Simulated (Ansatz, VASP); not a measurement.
# GaN in VASP and in Ansatz

```xyz
2
Lattice="0.0000 2.1352 2.1352 2.1352 0.0000 2.1352 2.1352 2.1352 0.0000" Properties=species:S:1:pos:R:3 pbc="T T T"
Ga    0.0000    0.0000    0.0000
N     2.1352    2.1352    2.1352
```

Measurements of this composition are mostly on another form, of space group No. 186.

Alike in both runs: task relaxation of cell and atoms; functional BLYP; k mesh 11 × 11 × 11; occupations fermi-dirac, width 0.05 eV; no spin polarisation.

|  | VASP | Ansatz |
| --- | --- | --- |
| version | VASP 6.6.1 | Ansatz 0.2.0 |
| potentials or method | VASP PAW PBE potentials, release 64 (Ga_d, N) | Ansatz PAW |
| plane-wave cutoff (eV) | 600 | 420 |
| valence electrons in the cell | 18 | 18 |

Ansatz gave:

```
gap on the k mesh at the Fermi level, each at its own relaxed structure (eV) : 0.19
relaxed volume (Å³/atom)                                                     : 10.12
relaxed cell length with the largest relative difference (Å)                 : 3.059
energy change over the relaxation (meV/atom)                                 : -9
```

Task: Which values does VASP return?

Result: gap on the k mesh at the Fermi level, each at its own relaxed structure (eV): 0.19; relaxed volume (Å³/atom): 10.17; relaxed cell length with the largest relative difference (Å): 3.064; energy change over the relaxation (meV/atom): -11.

Caveats: the PAW data sets were made with another functional, which shifts forces and pressure a little (VASP); an odd mesh through Γ misses points on the zone boundary, where band edges often lie (VASP); odd divisions of the mesh miss points on the zone boundary, where band edges often lie, so the gap on the mesh can be too wide (Ansatz); the plane-wave basis is chosen anew once the cell has moved, so the energies of steps on either side of that aren't comparable (Ansatz); the pressure holds a Pulay correction of +0.6 GPa for the finite cutoff (Ansatz); the PAW data sets come from PBE, with cores solved anew for the run's functional, which leaves a small shift of forces and pressure (Ansatz).
